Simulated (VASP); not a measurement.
# TiO2 in VASP: further runs, part 2 of 2

VASP 6.6.1.

### 3 Single point, PBE

INCAR

```
  ADDGRID = False
  ALGO = Normal
  EDIFF = 1E-7
  ENCUT = 460
  GGA = PE
  ISIF = 2
  ISMEAR = 0
  LASPH = True
  LCHARG = False
  LREAL = False
  LWAVE = False
  NBANDS = 33
  NELM = 100
  PREC = Accurate
  SIGMA = 0.01
```

KPOINTS

```
k-points
0
Gamma
  3 3 4
```

POSCAR

```
TiO2
1.0
    4.5998373239      0.0000000000      0.0000000000
    0.0000000000      4.5998373239      0.0000000000
    0.0000000000      0.0000000000      2.9592135600
Ti O
2 4
Direct
    0.0158320000      0.0032400000      0.4722370000
    0.5214710000      0.5093840000      0.0048770000
    0.3233600000      0.3195450000      0.4593590000
    0.1957040000      0.8057180000      0.0434810000
    0.7872850000      0.2085030000     -0.0059320000
    0.6699180000      0.6742240000      0.5240680000
```

Potentials or basis: VASP PAW PBE potentials, release 64 (Ti_sv, O).

On the command line:

```console
cat potpaw_PBE.64/Ti_sv/POTCAR potpaw_PBE.64/O/POTCAR > POTCAR
mpirun -np 1 vasp_std > vasp.out
```

OUTCAR:

```text
EDIFF = 1E-7
   ENCUT = 460
   GGA = PE
   ISIF = 2
   ISMEAR = 0
   LASPH = True
   LREAL = False
   NELM = 100
   PREC = Accurate

 Found     19 irreducible k-points:

 Following reciprocal coordinates:
            Coordinates               Weight
  0.000000  0.000000  0.000000      1.000000
  0.333333  0.000000  0.000000      2.000000
  0.000000  0.333333  0.000000      2.000000
  0.333333  0.333333  0.000000      2.000000
 -0.333333  0.333333  0.000000      2.000000
  0.000000  0.000000  0.250000      2.000000
   k-points           NKPTS =     19   k-points in BZ     NKDIM =     19   number of bands    NBANDS=     33
   number of dos      NEDOS =    301   number of ions     NIONS =      6
   total plane-waves  NPLWV =  24576
   dimension x,y,z NGX =    32 NGY =   32 NGZ =   24
   dimension x,y,z NGXF=    64 NGYF=   64 NGZF=   48
   ions per type =               2   4
   NGX,Y,Z   is equivalent  to a cutoff of  11.57, 11.57, 13.48 a.u.
   NGXF,Y,Z  is equivalent  to a cutoff of  23.13, 23.13, 26.97 a.u.
 SYSTEM =  unknown system
   PREC   = accura    normal or accurate (medium, high low for compatibility)
   ISTART =      0    job   : 0-new  1-cont  2-samecut
   ICHARG =      2    charge: 1-file 2-atom 10-const
   ISPIN  =      1    spin polarized calculation?
   LNONCOLLINEAR =      F non collinear calculations
   LSORBIT =      F    spin-orbit coupling
   LASPH  =      T    aspherical Exc in radial PAW
   ENCUT  =  460.0 eV  33.81 Ry    5.81 a.u.   8.04  8.04  5.18*2*pi/ulx,y,z
   NELM   =    100;   NELMIN=  2; NELMDL= -5     # of ELM steps
   EDIFF  = 0.1E-06   stopping-criterion for ELM
   LREAL  =      F    real-space projection
   EDIFFG = 0.1E-05   stopping-criterion for IOM
   NSW    =      0    number of steps for IOM
   IBRION =     -1    ionic relax: 0-MD 1-quasi-New 2-CG
   NFREE  =      0    steps in history (QN), initial steepest desc. (CG)
   ISIF   =      2    stress and relaxation
   ISYM   =      2    0-nonsym 1-usesym 2-fastsym
   POTIM  = 0.5000    time-step for ionic-motion
   TEBEG  =    0.0;   TEEND  =   0.0 temperature during run
   PSTRESS=    0.0 pullay stress
   NELECT =      48.0000    total number of electrons
   NUPDOWN=      -1.0000    fix difference up-down
   EMIN   =  10.00;   EMAX   =-10.00  energy-range for DOS
   EFERMI =   0.00;   METHOD = LEGACY
   ISMEAR =     0;   SIGMA  =   0.01  broadening in eV -4-tet -1-fermi 0-gaus
   EFERMI_NEDOS =   21; number of points for ismear=-14 and -15
   IALGO  =     38    algorithm
   IMIX   =      4    mixing-type and parameters
     AMIX     =   0.40;   BMIX     =  1.00
     AMIX_MAG =   1.60;   BMIX_MAG =  1.00
  volume/ion in A,a.u.               =      10.44        70.42
  Fermi-wavevector in a.u.,A,eV,Ry     =   1.498309  2.831394 30.544140  2.244931
  Thomas-Fermi vector in A             =   2.610085
   LORBIT       =      0    0 simple, 1 ext, 2 COOP (PROOUT), +10 PAW based schemes
   GGA     = PE    functional components
   LHFCALC =     F    Hartree Fock is set to
   AEXX    =    0.0000 exact exchange contribution
   IVDW    =     0    specifies the selected vdW correction
   LEPSILON=     F    determine dielectric tensor
   LRPA    =     F    only Hartree local field effects (RPA)
 non-spin polarized calculation
 Gauss-broadening in eV      SIGMA  =   0.01
  energy-cutoff  :      460.00
  volume of cell :       62.61
 maximum number of plane-waves:      1415
   NGX = 17   NGY = 17   NGZ = 11

 number of electron      47.9999995 magnetization

 Free energy of the ion-electron system (eV)
  ---------------------------------------------------
  ext. energy  EPLUGINS =         0.00000000
  ---------------------------------------------------
  free energy    TOTEN  =       -52.56831517 eV

  energy without entropy =      -52.56831517  energy(sigma->0) =      -52.56831517

 E-fermi :   4.9987     XC(G=0): -11.3496

 val. band max:        4.9087281159   @ k =   0.0000   0.0000   0.0000
 cond. band min:       6.8669337424   @ k =   0.0000   0.3333   0.5000
 fundamental gap:      1.9582056265
 Fermi energy:         4.9986555374

 k-point     1 :       0.0000    0.0000    0.0000
  band No.  band energies     occupation
      1     -52.2828      2.00000
      2     -51.4338      2.00000
      3     -28.5803      2.00000
      4     -28.4366      2.00000
      5     -28.4040      2.00000
      6     -27.8282      2.00000
[... 25 lines left out ...]
     32      10.9645      0.00000
     33      12.3082      0.00000
[... 149 lines left out ...]
      3     -28.6499      2.00000
      4     -28.4956      2.00000
      5     -28.4154      2.00000
      6     -27.9735      2.00000
[... 25 lines left out ...]
     32      10.6556      0.00000
     33      11.5224      0.00000

 [... further k-points ...]

------------------------ aborting loop because EDIFF is reached ----------------------------------------

  FORCE on cell =-STRESS in cart. coord.  units (eV):
  Direction    XX          YY          ZZ          XY          YZ          ZX
  --------------------------------------------------------------------------------------
  -------------------------------------------------------------------------------------
  Total        4.9054729      5.4518334      8.0205910     -0.2337649     -0.4026909     -3.1659921
  in kB      125.5249929    139.5056843    205.2370189     -5.9817542    -10.3043636    -81.0138283
  external PRESSURE =     156.7558987 kB  Pullay stress =       0.0000000 kB

 VOLUME and BASIS-vectors are now :
 -----------------------------------------------------------------------------
  energy-cutoff  :      460.00
  volume of cell :       62.61
      direct lattice vectors                 reciprocal lattice vectors
     4.599837324  0.000000000  0.000000000     0.217398993  0.000000000  0.000000000
     0.000000000  4.599837324  0.000000000     0.000000000  0.217398993  0.000000000
     0.000000000  0.000000000  2.959213560     0.000000000  0.000000000  0.337927622

 POSITION                                       TOTAL-FORCE (eV/Angst)
 -----------------------------------------------------------------------------------
      0.07282      0.01490      1.39745        -0.369458      2.024425      0.554348
      2.39868      2.34308      0.01443        -1.287645     -1.285245      0.596432
      1.48740      1.46986      1.35934        -3.372245     -2.819531      1.694034
      0.90021      3.70617      0.12867        -0.661463      0.304342     -1.574141
      3.62138      0.95908      2.94166         2.235319     -2.139094      0.520729
      3.08151      3.10132      1.55083         3.455493      3.915103     -1.791402
 -----------------------------------------------------------------------------------
    total drift:                                0.000064      0.000009      0.000431

  FREE ENERGIE OF THE ION-ELECTRON SYSTEM (eV)
  ---------------------------------------------------
  free  energy   TOTEN  =       -52.5683151746 eV

  energy  without entropy=      -52.5683151746  energy(sigma->0) =      -52.56831517
```

Run time: 22 s. Hardware: 1 thread of Intel Xeon Platinum 8488C (Sapphire Rapids), shared host; peak memory 0.17 GiB.

The run converged, but some of its settings lie outside the range that counts as converged, so its numbers aren't taken as properties of the crystal.

What came out:

```yaml
Free_energy: -52.5683 eV
Pressure: 15.7 GPa
Largest_force: 5.521 eV/Å
Band_gap_on_the_k_mesh: 1.96 eV, indirect (least direct gap 1.97 eV)
```

Caveat: the k mesh is coarse (spacing up to 0.53 Å⁻¹), so the values aren't converged; the cutoff is under 1.25 times the usual one of these potentials, so pressure, stress and relaxed cells hold a basis-set (Pulay) error; an odd mesh through Γ misses points on the zone boundary, where band edges often lie.
